## Question

A crystal of body-centred cubic titanium is enlarged equally in all directions, step by step, and its energy and pressure are computed at each volume. The shape of the cell is held fixed, and the atoms don't vibrate. Volume and energy are given per atom. A negative pressure means that the crystal would shrink if it were released.

Body-centred cubic Ti, computed with ABINIT 10.8.3 using the LDA without spin polarisation, PseudoDojo NC SR LDA v0.4 stringent pseudopotentials (12 valence electrons), a plane-wave cutoff of 1142.88 eV, an 11×11×11 k mesh and Fermi-Dirac smearing of 0.05 eV. Energies are counted from the minimum of the fitted equation of state.

```csv
volume (Å³/atom),energy (meV/atom),pressure (GPa)
16.62,12.74,-5.230
16.97,26.61,-7.310
17.32,44.84,-9.200
17.68,67.03,-10.900
18.03,92.79,-12.430
18.38,121.77,-13.820
18.74,153.66,-15.070
```

(a) How do the steps in energy and in pressure run down the table, and how are the two connected?

(b) Does the metal stay equally stiff as it is stretched?

(c) What happens to the kinetic and the potential energy of the electrons, and how does this explain (a) and (b)?

## Model answer

**(a) Energy and pressure.** The volumes are evenly spaced, apart from rounding in the last printed digit. The first step, from 16.62 to 16.97 Å³, costs 13.87 meV. The last, from 18.38 to 18.74 Å³, costs 31.89 meV, which is 2.3 times as much. The steps in between grow in order, and no row breaks the sequence.

The pressure tells the same story in another form, because pressure is minus the slope of the energy against volume. The first step costs about 40 meV for each added Å³, which is a little over 6 GPa of tension. That lies between the pressures listed for its two ends, as it should. Energy steps that grow and a pressure that becomes more negative are therefore one fact, not two.

The pressure column also makes it easy to see how fast the slope itself changes. Over the first step the pressure falls by 2.08 GPa, over the last by only 1.25 GPa. The crystal pulls inward harder at each larger volume, but each further step adds less to the pull.

**(b) Stiffness.** The resistance to a change of volume is the bulk modulus, B = −V ΔP/ΔV, where V is the volume, P the pressure and Δ the change between neighbouring rows. Worked out with volumes that carry more digits than the table prints, it falls from about 99 GPa in the first interval to about 66 GPa in the last. A third of the stiffness is lost while the distance between neighbouring atoms grows by little more than 3 %. A calculation that carries the first stiffness through to the last row would overstate the tension there.

**(c) Two changes that nearly cancel.** Electrons in a crystal are confined, and confinement costs kinetic energy. A larger cell gives them more room, so their kinetic energy falls, and this favours expansion. At the same time the electrons lie, on average, further from the nuclei. The attraction lost outweighs the repulsion lost with it, so the potential energy rises, and this opposes expansion.

The virial theorem, a general law for particles that attract and repel by electric forces, shows how large these two changes are. Let T be the kinetic energy of the electrons, U the potential energy of electrons and nuclei together and E = T + U the total. The theorem states 3PV = 2T + U. Replacing U by E − T gives

T = 3PV − E.

For the step from 16.62 to 16.97 Å³ the working is as follows, with 160.2 GPa equal to 1 eV/Å³:

1. At the start, PV = −5.230 × 16.62 / 160.2 = −0.543 eV.
2. At the end, PV = −7.310 × 16.97 / 160.2 = −0.774 eV.
3. Three times the change in PV is −0.695 eV.
4. Subtracting the energy step of 0.014 eV leaves a kinetic change of −0.71 eV.
5. The potential energy must then rise by 0.72 eV, so that the sum is the small energy step in the table.

The cost of this first step is thus the small remainder of two changes some fifty times larger. The same working for the step from 18.38 to 18.74 Å³, again with the volumes to more digits, gives a kinetic change of −0.56 eV and a potential change of +0.59 eV. Both have become smaller, because atoms further apart affect each other less. The kinetic gain has faded somewhat more, by 21 % against 18 % for the potential cost, and so the remainder has grown.

Why should the kinetic part fade faster? A simple picture gives the direction. The kinetic energy of an electron in a box of length L varies as 1/L², whereas the electric attraction between charges varies as 1/L. The steeper law has its strongest effect at short distance and dies away sooner. The picture is a sketch: it gives the order of the two effects, and it breaks down at wide separation, where the electrons settle back onto single atoms instead of filling the growing box.

This accounts for both parts of the trend. At equilibrium the outward push from the kinetic energy and the inward pull from the potential energy balance. On stretching, both weaken, but the push weakens faster, and a net inward pull appears. The difference between two fading forces can't grow for ever, however. It rises quickly at first, then more slowly, and finally dies away as the atoms part. The table covers the stretch in which the pull still rises but has begun to level off, and this levelling off is the loss of stiffness found in (b).

## Remarks on the reasoning

A tempting but wrong answer to (a) is that the bonds become stronger when stretched, because each step costs more. The energy of a step measures the force that has to be overcome, whereas the stiffness measures how fast that force changes. In this table the force rises while the stiffness falls. An ideal spring would show a rising force as well, so the growing energy steps alone don't reveal the softening. The shrinking pressure steps do.

The parts of the answer rest on different ground. The growing energy steps, the shrinking pressure steps and the falling stiffness are read directly from the computed values. The split into kinetic and potential energy is derived from those same values by a theorem, so it can't serve as an independent test of them. The theorem also holds strictly only for a non-relativistic crystal with all its electrons. The calculation uses pseudopotentials that include the main relativistic effects, so the split is an estimate. The box picture is an argument from theory that makes the result plausible.

A good answer works with differences between rows and avoids ratios of the energies themselves. The energies are counted from the minimum of an equation-of-state curve fitted to these seven rows, and that minimum, at about 15.86 Å³, lies 4.5 % below the smallest volume computed. If the extrapolated minimum were slightly wrong, every energy would shift by the same amount and the steps would stay as they are. The bulk modulus of 122 GPa that belongs to this minimum is extrapolated too, and it is higher than the stiffness in any interval of the table.

The mechanism also lets a reader guess what happens just below the first row. There the push and the pull are closer to balance, so the tension should be smaller, the energy steps shorter and the stiffness higher. At the minimum the tension should vanish, but the stiffness should not. Where exactly this happens depends on the level of theory: the local density approximation usually makes metals of this part of the periodic table too compact, so some of the tension at a given volume may come from the method and not from titanium.

The printed output after this text lists the stiffness and both energy changes for every step.

One question remains open. The inward pull must reach a greatest value somewhere beyond 18.74 Å³, and that value would be the largest uniform tension that the lattice could bear if it were kept from changing its structure. Whether titanium could be stretched so far in this structure is a separate matter. The body-centred cubic form is the high-temperature phase of the metal, and calculations without vibrations find it unstable even before it is stretched. The smooth curve here doesn't show this, because a cell with one atom and a fixed shape has no way to change into another structure. Larger volumes would locate the peak of the pull, but it would remain a property of the ideal lattice and not a measure of the strength of real titanium.

Output of the analysis:

```
Steps from the row before:
    row  contact in angstrom  energy step in meV  pressure step in GPa  stiffness between rows in GPa
  16.62                2.784                 n/a                   n/a                            n/a
  16.97                2.804               13.87                 -2.08                           98.8
  17.32                2.823               18.23                 -1.89                          91.67
  17.68                2.842               22.19                  -1.7                          84.15
  18.03                2.861               25.76                 -1.53                          77.27
  18.38                 2.88               28.98                 -1.39                          71.59
  18.74                2.898               31.89                 -1.25                          65.62
Virial estimate of each step in eV per atom:
    row  kinetic change  potential change  net change
  16.97         -0.7094            0.7233     0.01387
  17.32         -0.6797            0.6979     0.01823
  17.68         -0.6457            0.6679     0.02219
  18.03         -0.6144            0.6402     0.02576
  18.38         -0.5897            0.6187     0.02898
  18.74         -0.5619            0.5938     0.03189
Growth of volume over the table in percent: 12.77
Growth of contact length over the table in percent: 4.086
Energy rise from first to last row in meV per atom: 140.9
Last energy step over first energy step: 2.299
Last pressure step over first pressure step: 0.601
Fall of stiffness from first to last interval in percent: 33.58
Growth of contact between the middles of these intervals in percent: 3.392
Total kinetic change by the virial theorem in eV per atom: -3.801
Total potential change by the virial theorem in eV per atom: 3.942
Shrinking of the kinetic step from first to last in percent: 20.79
Shrinking of the potential step from first to last in percent: 17.9
Largest gap between energy slope and mean listed pressure in GPa: 0.01598
Extrapolated minimum below the smallest volume run in percent: 4.538
```
